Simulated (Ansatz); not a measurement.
# ZrGe (model cell, started as wurtzite): the cell at rest

Wanted: the relaxed cell of ZrGe (model cell, started as wurtzite).

Calculated with Ansatz 0.2.0; DFT PBE, scalar-relativistic, plane waves, PAW.

The structure was built from a prototype and need not be the compound's stable phase.

### 1. The starting structure

It takes space group P6_3mc (No. 186, hexagonal). The conventional cell has a = 4.175 Å, b = 4.175 Å, c = 6.818 Å, α = 90.00°, β = 90.00°, γ = 120.00°. Zr has 4 Ge at 2.56 Å nearest. Nearest to Ge lie 4 Zr at 2.56 Å. Farther neighbours are not listed.

### 2. A coarse first look

A quick single point on a coarse mesh tells whether the cell has a gap and how far it is from rest, which sets the k mesh and smearing that follow.

input.yaml

```yaml
crystal:
  lattice:
    - [4.17524, 0.0, 0.0]
    - [-2.08762, 3.61586, 0.0]
    - [0.0, 0.0, 6.81816]
  atoms:
    - { symbol: Zr, position: [0.333333, 0.666667, 0.0] }
    - { symbol: Zr, position: [0.666667, 0.333333, 0.5] }
    - { symbol: Ge, position: [0.333333, 0.666667, 0.375] }
    - { symbol: Ge, position: [0.666667, 0.333333, 0.875] }
kpoints:
  mp_grid: { grid: [6, 6, 4] }
hamiltonian:
  xc: pbe
scf:
  occupations: { method: gaussian, width: 0.1 }
output:
  forces: true
  stress: true
  eigenvalues: true
```

The run is started by

```
> ansatz run input.yaml --threads 4 --pin off --max-ram 7168MiB --backend cpu --events-out ev --progress --plain --runs-dir out
```

Numbers of over 12 decimals in the logs are rounded to 6 here.

What it wrote:

```text
[...]
k-point 0: bands = [... 22 lower, 7.5400, 7.5400, 7.9061, 7.9061, 10.0339, 10.0339, 11.0899, 11.0899, ... 1 higher]
  k-point 1: bands = [... 22 lower, 7.5634, 7.5634, 7.8185, 7.8185, 10.2350, 10.2350, 11.0237, 11.0237, ... 1 higher]
  k-point 2: bands = [... 22 lower, 7.6603, 7.6603, 7.6603, 7.6603, 10.6864, 10.6864, 10.6864, 10.6864, ... 1 higher]
  k-point 20: bands = [... 22 lower, 7.1609, 7.1609, 8.7917, 8.7917, 9.8121, 9.8121, 11.2916, 11.2916, ... 1 higher]
[key lines of the parts left out:]
SCF converged after 7 iterations
Free energy (F): -16956.724456 eV
Fermi energy:    9.091389 eV
P = ⅓ Tr σ = 8.1642 GPa (81.642 kbar)
```

Wall time 1.4 s (4 threads of Arm Neoverse V2, shared host); peak memory 0.38 GiB; 5.1 s of CPU time.

Numbers from this step:

* pressure: 8.164 GPa
* volume per atom: 25.73 Å³
* gap on the k-mesh: 0.1530 eV
* direct gap on mesh: 0.5237 eV

The coarse mesh shows a gap of 0.15 eV and a pressure of 8.2 GPa.

### 3. Rough relaxation

The start is far from rest, so a relaxation with loose tolerances brings it close first.

Edit input.yaml of step 2 so:

```diff
@@ -20 +20,6 @@
   eigenvalues: true
+relax:
+  adjacent_minimum: "off"
+  f_tol: 0.05
+  max_steps: 80
+  cell: { stress_tol: 0.5 }
```

What it wrote:

```text
[...]
Crystal: 4 atoms, lattice volume = 102.934 Å³
Basis set: ecut = 420 eV, 1985 PW (Γ), exchange–correlation on 60×60×96 points (8 copies of the dense FFT grid, shifted against one another)
Bands: 32, of which v1, the nominal top of the filled ones, is band 26 counted from 1 (25 counted from 0)
Symmetry: 12 space group operations
[...]
cell:  # Å, volume = 101.6865 Å³
    - [4.670370, 0, 0]
    - [-2.335185, 4.044659, 0]
    - [0, 0, 5.383072]
  atoms:
    - { symbol: Zr, position: [0.333333, 0.666667, -0.062463] }
    - { symbol: Zr, position: [0.666667, 0.333333, 0.437537] }
    - { symbol: Ge, position: [0.333333, 0.666667, 0.437463] }
    - { symbol: Ge, position: [0.666667, 0.333333, 0.937463] }
[key lines of the parts left out:]
SCF converged after 7 iterations
Free energy (F): -16959.080466 eV
Fermi energy:    9.195947 eV
P = ⅓ Tr σ = 0.2472 GPa (2.472 kbar)
```

Run time: 17 s. Hardware: 4 threads; peak memory 0.42 GiB.

The steps of the relaxation:

```csv
step,energy less that of the first step (eV),largest force component (eV/Å),pressure (GPa),volume (Å³)
1,0.0000,0.2267,8.16,102.93
2,-0.3484,0.2194,-0.58,114.98
3,-0.6185,0.4689,-1.87,114.81
4,-1.0896,0.6166,-3.08,112.62
5,-1.6829,0.6323,-3.64,109.17
6,-2.2047,0.5022,-1.67,103.88
7,-2.2482,0.5239,2.97,99.39
8,-2.3343,0.1267,-0.80,102.53
9,-2.3452,0.0028,0.04,101.69
10*,-2.3560,0.0029,0.25,101.69
```

Relaxation steps marked * repeat the geometry before them on a plane-wave basis chosen anew for their cell, so energy and pressure can jump there.

Forces are held to the 12 operations that the run works with; a distortion that breaks them can't arise in this run.

```csv
cell as run,before,after,change
a (Å),4.175,4.670,+11.9 %
b (Å),4.175,4.670,+11.9 %
c (Å),6.818,5.383,-21.0 %
volume (Å³/atom),25.73,25.42,-1.2 %
```

The atoms that moved most (Å, as changes of fractional coordinates times the final cell):

```csv
atom,dx,dy,dz,length
Ge3,0.000,0.000,0.336,0.336
Zr2,0.000,0.000,-0.336,0.336
Zr1,0.000,0.000,-0.336,0.336
Ge4,0.000,0.000,0.336,0.336
```

Final coordinates:

```xyz
4
Lattice="4.6704 0.0000 0.0000 -2.3352 4.0447 0.0000 0.0000 0.0000 5.3831" Properties=species:S:1:pos:R:3 pbc="T T T"
Zr    0.0000    2.6964   -0.3362
Zr    2.3352    1.3482    2.3553
Ge    0.0000    2.6964    2.3549
Ge    2.3352    1.3482    5.0464
```

This step gave:

- pressure: 0.2472 GPa
- volume per atom: 25.42 Å³
- gap on the k-mesh: 0 eV

In this step the volume went from 25.73 to 25.42 Å³/atom.

### 4. Relaxation

Harmonic phonons are second derivatives at a point where the forces vanish, and they are wanted at zero stress, so atoms and cell are relaxed first.

input.yaml

```yaml
crystal:
  lattice:
    - [4.6703698548, 0.0, 0.0]
    - [-2.3351849274, 4.0446589393, 0.0]
    - [0.0, 0.0, 5.3830718256]
  atoms:
    - { symbol: Zr, position: [0.3333333333, 0.6666666667, -0.06246278] }
    - { symbol: Zr, position: [0.6666666667, 0.3333333333, 0.43753722] }
    - { symbol: Ge, position: [0.3333333333, 0.6666666667, 0.43746278] }
    - { symbol: Ge, position: [0.6666666667, 0.3333333333, 0.93746278] }
kpoints:
  mp_grid: { grid: [9, 9, 8] }
hamiltonian:
  xc: pbe
scf:
  occupations: { method: gaussian, width: 0.1 }
output:
  forces: true
  stress: true
  eigenvalues: true
  write_density: true
  write_potential: true
  elf: true
  volumetric_format: npy
relax:
  adjacent_minimum: "off"
  f_tol: 0.005
  max_steps: 80
  cell: { stress_tol: 0.05 }
```

What it wrote:

```text
[...]
Crystal: 4 atoms, lattice volume = 101.687 Å³
Basis set: ecut = 420 eV, 1991 PW (Γ), exchange–correlation on 64×64×72 points (8 copies of the dense FFT grid, shifted against one another)
Bands: 32, of which v1, the nominal top of the filled ones, is band 26 counted from 1 (25 counted from 0)
[... 1 set-up line as in the run before ...]
[...]
k-points: 60 of 648 (time reversal used)
[...]
SCF iter   1: F=—  HF=-16959.094498 eV  |F-HF|=—  |Δ(HF+E_count)|=         —  Δρ=3.21e-3  dr2=1.29e-2  ethr=1.77e-3  ⟨swp⟩=5.2  Hψ=7416  notcnv=0
[...]
SCF iter   7: F=-16959.090814 eV  HF=-16959.090814 eV  |F-HF|=1.37e-8  |Δ(HF+E_count)|=   6.93e-7  Δρ=4.55e-6  dr2=2.77e-8  ethr=1.92e-10  ⟨swp⟩=10.7  Hψ=12244  notcnv=0
SCF 1 converged in 7 iterations: F = -16959.090814 eV  dr2 = 2.77e-8
[...]
relax step   1: F+E_penalty+E_count = -16959.09081387 eV  Δ(F+E_penalty+E_count) = +0.000e0 eV  max|allowed force component| = 3.129e-3 eV/Å  Δτ_max = 0.0000 Å  P = +0.198 GPa  Ω = 101.687 Å³  (7 SCF iters, dr2 threshold 1.00e-7 eV, accepted)
Crystal: 4 atoms, lattice volume = 102.244 Å³
[...]
SCF iter   5: F=-16959.090890 eV  HF=-16959.090890 eV  |F-HF|=1.05e-7  |Δ(HF+E_count)|=   3.56e-7  Δρ=9.14e-6  dr2=2.21e-7  ethr=5.34e-10  ⟨swp⟩=6.2  Hψ=12073  notcnv=0
SCF 2 converged in 5 iterations: F = -16959.090890 eV  dr2 = 2.21e-7
relax step   2: F+E_penalty+E_count = -16959.09089044 eV  Δ(F+E_penalty+E_count) = -7.657e-5 eV  max|allowed force component| = 1.543e-3 eV/Å  Δτ_max = 0.0003 Å  P = -0.183 GPa  Ω = 102.244 Å³  energy of the carried Pulay correction = -7.522e-5 eV  (5 SCF iters, dr2 threshold 2.78e-7 eV, accepted)
Crystal: 4 atoms, lattice volume = 101.983 Å³
[...]
SCF iter   5: F=-16959.091143 eV  HF=-16959.091143 eV  |F-HF|=1.40e-8  |Δ(HF+E_count)|=   4.51e-8  Δρ=4.73e-6  dr2=6.66e-8  ethr=3.27e-10  ⟨swp⟩=8.0  Hψ=10741  notcnv=0
SCF 3 converged in 5 iterations: F = -16959.091143 eV  dr2 = 6.66e-8
[...]
relax step   3: F+E_penalty+E_count = -16959.09114313 eV  Δ(F+E_penalty+E_count) = -2.527e-4 eV  max|allowed force component| = 1.254e-4 eV/Å  Δτ_max = 0.0001 Å  P = -0.001 GPa  Ω = 101.983 Å³  energy of the carried Pulay correction = -4.015e-5 eV  (5 SCF iters, dr2 threshold 1.70e-7 eV, accepted)
[...]
SCF iter   7: F=-16959.091178 eV  HF=-16959.091178 eV  |F-HF|=7.28e-12  |Δ(HF+E_count)|=  3.27e-11  Δρ=5.35e-8  dr2=5.43e-12  ethr=1.00e-12  ⟨swp⟩=5.6  Hψ=7393  notcnv=0
SCF 4 converged in 7 iterations: F = -16959.091178 eV  dr2 = 5.43e-12
relax step   4: F+E_penalty+E_count = -16959.09117760 eV  Δ(F+E_penalty+E_count) = -3.446e-5 eV  max|allowed force component| = 1.250e-4 eV/Å  Δτ_max = 0.0000 Å  P = -0.000 GPa  Ω = 101.983 Å³  stress off target by 1.23e-3 GPa  SCF on the basis re-selected at this cell (its energy is not comparable with the rows above)  (7 SCF iters)
[...]
SCF converged after 7 iterations
Free energy (F): -16959.091178 eV
[...]
Internal energy: -16959.088459 eV  (E = F + TS)
E sigma→0 (E₀):  -16959.089818 eV
Entropy (-TS):   -0.002719 eV (-0.680 meV/atom)
Fermi energy:    9.252057 eV
[...]
--- Forces (eV/Å), atoms counted from 1 ---
  atom   1  Zr     0.00000000     0.00000000    -0.00012505
  atom   2  Zr     0.00000000    -0.00000000    -0.00012505
  atom   3  Ge     0.00000000     0.00000000     0.00012498
  atom   4  Ge    -0.00000000    -0.00000000     0.00012498
  max |Σ_I F_I| component: 1.25e-7 eV/Å
--- Stress (GPa, compression-positive) ---
       -0.001228       0.000000       0.000000
        0.000000      -0.001228      -0.000000
        0.000000      -0.000000       0.001113
  P = ⅓ Tr σ = -0.0004 GPa (-0.004 kbar)
--- Band table (eV; the first three rows and the last of 60) ---
  k-point 0: bands = [... 22 lower, 7.6298, 7.7579, 7.7579, 9.5782, 9.5782, 10.4734, 11.6459, 11.6459, ... 2 higher]
  k-point 1: bands = [... 22 lower, 7.4740, 7.6589, 7.6589, 9.7796, 9.7796, 9.9540, 11.7227, 11.7227, ... 2 higher]
  k-point 2: bands = [... 22 lower, 7.3735, 7.4684, 7.4684, 8.8689, 10.2631, 10.2631, 11.8492, 11.8492, ... 2 higher]
  k-point 59: bands = [... 22 lower, 7.4902, 7.4902, 8.2453, 8.2453, 9.9480, 9.9480, 11.7117, 11.7117, ... 2 higher]
--- Relaxed structure (3 steps of the walk, 3 accepted, 1 SCFs on fresh bases) ---
[...]
cell:  # Å, volume = 101.9830 Å³
    - [4.678301, 0.0, 0]
    - [-2.339150, 4.051527, 0]
    - [0, 0, 5.380477]
  atoms:
    - { symbol: Zr, position: [0.333333, 0.666667, -0.062499] }
    - { symbol: Zr, position: [0.666667, 0.333333, 0.437501] }
    - { symbol: Ge, position: [0.333333, 0.666667, 0.437499] }
    - { symbol: Ge, position: [0.666667, 0.333333, 0.937499] }
```

Elapsed: 19 s, on 4 threads; peak memory 0.5 GiB.

Step by step:

```csv
step,energy less that of the first step (eV),largest force component (eV/Å),pressure (GPa),volume (Å³)
1,0.0000,0.0031,0.20,101.69
2,-0.0001,0.0015,-0.18,102.24
3,-0.0003,0.0001,0.00,101.98
4*,-0.0004,0.0001,0.00,101.98
```

Relaxation steps marked * repeat the geometry before them on a plane-wave basis chosen anew for their cell, so energy and pressure can jump there.

The run keeps the 12 symmetry operations that it works with, so distortions that break them were not tested.

```csv
"conventional cell, symmetrised",before,after,change
a (Å),4.670,4.678,+0.2 %
b (Å),4.670,4.678,+0.2 %
c (Å),5.383,5.380,-0.0 %
volume (Å³/atom),25.42,25.50,+0.3 %
```

The relaxed structure:

```xyz
4
Lattice="4.6783 0.0000 0.0000 -2.3392 4.0515 0.0000 0.0000 0.0000 5.3805" Properties=species:S:1:pos:R:3 pbc="T T T"
Zr    0.0000    2.7010   -0.3363
Zr    2.3392    1.3505    2.3540
Ge    0.0000    2.7010    2.3540
Ge    2.3392    1.3505    5.0442
```

Numbers from this step:

- pressure: -4.47e-4 GPa
- volume per atom: 25.50 Å³

Valence density in the ac plane at fractional y = 0.333, with atoms of Zr and Ge within 0.2 Å of it. It is the smooth field of the valence electrons, not physical close to the nuclei.

Values in e/Å³, 16 rows by 14 columns, each cell a mean:
```
 0  0  0  0  0  0  0  1 14 42 20  2  1  0
 0  0  0  0  0  0  0  1  8 23 12  2  0  0
 0  0  0  0  0  0  0  1  2  3  2  1  0  0
 0  0  0  0  0  0  0  0  0  1  0  0  0  0
 0  0  0  0  0  0  0  0  0  0  0  0  0  0
 0  0  0  0  0  0  0  0  0  1  0  0  0  0
 0  0  0  0  0  0  0  1  1  2  2  1  0  0
 0  0  0  0  0  0  0  1  3  4  4  2  1  0
 0  0  0  0  0  0  0  2  4  3  4  3  1  0
 0  0  0  0  0  0  0  2  4  4  4  2  1  0
 0  0  0  0  0  0  0  1  2  3  2  1  0  0
 0  0  0  0  0  0  0  0  1  1  1  0  0  0
 0  0  0  0  0  0  0  0  0  0  0  0  0  0
 0  0  0  0  0  0  0  0  0  0  0  0  0  0
 0  0  0  0  0  0  0  0  1  1  1  0  0  0
 0  0  0  0  0  0  0  1  4  9  5  1  0  0
```
Columns run along a (4.7 Å), rows up along c (5.4 Å). Atoms in or near the plane, at fractional coordinates: Zr at (0.67, 0.44), Ge at (0.67, 0.94).

Electrostatic potential energy in the ac plane at fractional y = 0.333, with atoms of Zr and Ge within 0.2 Å of it. With pseudopotentials it is smooth inside the atoms' cores, unlike the true potential.

Values in eV, 16 rows by 14 columns, each cell a mean:
```
  9   7   7   7   9   9   3 -16 -29 -37 -32 -19  -2   8
  9   8   7   8   9   9   5 -13 -26 -32 -28 -16   0   9
 10   9   9   9  10  10   8  -3 -16 -21 -18  -6   6  10
 12  11  11  11  12  12  11   7   1  -2   0   6  10  12
 12  12  12  12  12  12  11   9   6   5   6   8  11  12
 12  13  13  13  12  11   9   5   1  -1   0   5   8  11
 11  12  12  12  12  10   5  -5 -19 -28 -22  -8   3   9
 10  11  11  11  11   8   0 -22 -48 -56 -52 -28  -4   6
 10  11  11  11  10   7  -3 -33 -56 -58 -58 -39  -9   5
 10  11  11  11  10   7  -1 -28 -54 -58 -57 -35  -7   5
 11  12  12  12  11   9   3 -11 -31 -41 -35 -15   0   8
 12  12  13  13  12  11   8   2  -5 -10  -7   1   6  10
 13  13  13  13  13  12  11   8   6   4   5   8  10  12
 12  12  11  12  12  12  11   8   5   2   4   8  11  12
 11  10  10  10  11  11   9   2  -9 -14 -11   0   8  11
 10   8   8   8   9  10   6 -10 -22 -27 -24 -13   3   9
```
Columns run along a (4.7 Å; values clipped at the 3rd and 97th percentile), rows up along c (5.4 Å). Atoms in or near the plane, at fractional coordinates: Zr at (0.67, 0.44), Ge at (0.67, 0.94).

ELF in the ac plane at fractional y = 0.333, with atoms of Zr and Ge within 0.2 Å of it. It is the smooth field of the valence electrons, not physical close to the nuclei.

Ten even steps from '_' (0.02) to '@' (0.78), each cell a mean:
```
--..____::****--______--**##
--______::****==..____--**##
--______::**##++--::--++####
--..__..--++####******####**
--::::::--==++++++++++++++==
==++++++==--::::--==--::::--
++******++::..--##@@%%==....
++######++::::%%@@%%@@%%--..
++######**::--@@##::++@@++::
++######**::--@@%%++##@@==::
++**####++::..++@@@@@@**::..
==++**++==--..::==**++::..::
==------====------==------==
--......--++####******####**
--..____::**##**++====**####
--______::**##==::__..==**##
```
Columns run along a (4.7 Å), rows up along c (5.4 Å). Atoms in or near the plane, at fractional coordinates: Zr at (0.67, 0.44), Ge at (0.67, 0.94).

In this step the volume went from 25.42 to 25.50 Å³/atom.

### 5. Tight relaxation

Phonons need a cell at rest on their own settings, so the relaxation is repeated with tight tolerances on forces and stress, using the mesh and the filling of the phonon run that follows.

input.yaml

```yaml
crystal:
  lattice:
    - [4.6783008842, 0.0, 0.0]
    - [-2.3391504421, 4.0515274123, 0.0]
    - [0.0, 0.0, 5.3804768488]
  atoms:
    - { symbol: Zr, position: [0.3333333333, 0.6666666667, -0.0624985271] }
    - { symbol: Zr, position: [0.6666666667, 0.3333333333, 0.4375014729] }
    - { symbol: Ge, position: [0.3333333333, 0.6666666667, 0.4374985271] }
    - { symbol: Ge, position: [0.6666666667, 0.3333333333, 0.9374985271] }
kpoints:
  mp_grid: { grid: [10, 10, 8] }
hamiltonian:
  xc: pbe
scf:
  occupations: { method: methfessel_paxton, width: 0.15 }
output:
  forces: true
  stress: true
  eigenvalues: true
relax:
  adjacent_minimum: "off"
  f_tol: 0.001
  max_steps: 60
  cell: { stress_tol: 0.01 }
```

What it wrote:

```text
[...]
Crystal: 4 atoms, lattice volume = 101.983 Å³
Basis set: ecut = 420 eV, 1991 PW (Γ), exchange–correlation on 64×64×72 points (8 copies of the dense FFT grid, shifted against one another)
Bands: 32, of which v1, the nominal top of the filled ones, is band 26 counted from 1 (25 counted from 0)
Symmetry: 24 space group operations
[...]
--- Relaxed structure (3 steps of the walk, 3 accepted, 1 SCFs on fresh bases) ---
[...]
cell:  # Å, volume = 101.9937 Å³
    - [4.677977, 0.0, 0]
    - [-2.338989, 4.051247, 0]
    - [0, 0, 5.381786]
  atoms:
    - { symbol: Zr, position: [0.333333, 0.666667, -0.062500] }
    - { symbol: Zr, position: [0.666667, 0.333333, 0.437500] }
    - { symbol: Ge, position: [0.333333, 0.666667, 0.437500] }
    - { symbol: Ge, position: [0.666667, 0.333333, 0.937500] }
[key lines of the parts left out:]
SCF converged after 6 iterations
Free energy (F): -16959.090033 eV
Fermi energy:    9.202097 eV
P = ⅓ Tr σ = 0.0001 GPa (0.001 kbar)
```

Wall time 12 s (4 threads); peak memory 0.54 GiB.

Little changed from the start: no atom moved by 0.005 Å and no cell edge by 0.1 %.

Numbers from this step:

```
pressure : 1.31e-4 GPa
```

The forces vanish by symmetry and the pressure is 0.000 GPa, within the tolerances set. The cell now holds 25.50 Å³/atom. Within 0.01 Å the structure now has space group P6_3/mmc, not the P6_3mc of the start.

### 6. What came out

| Item | Value |
| --- | --- |
| space group after relaxation (within 0.01 Å) | P6_3/mmc |
| lattice constant a | 4.678 Å |
| lattice constant b | 4.678 Å |
| lattice constant c | 5.382 Å |
| volume per atom | 25.5 Å³ |

**Reading.** The forces vanish by symmetry and the pressure is 0.000 GPa, within the tolerances set. The cell now holds 25.50 Å³/atom. Within 0.01 Å the structure now has space group P6_3/mmc, not the P6_3mc of the start. The relaxation keeps the symmetry of its start, so it says nothing on stability against lower symmetry. The relaxed cell left the space group of the starting entry, even within 0.1 Å, so it may not be the phase that the entry, or a measurement on it, describes. The starting cell was built on a prototype and not taken from a measurement, so the phase need not exist.

[Logs are printed without paths, hosts, clocks, repeated set-up lines and the standing remarks that a program may print on its own settings, such as how far it seeks lower states.]

[Hosts, paths, dates, database ids (printed as entryN), source tags and the programs' standing remarks are cut or masked in the printed files.]
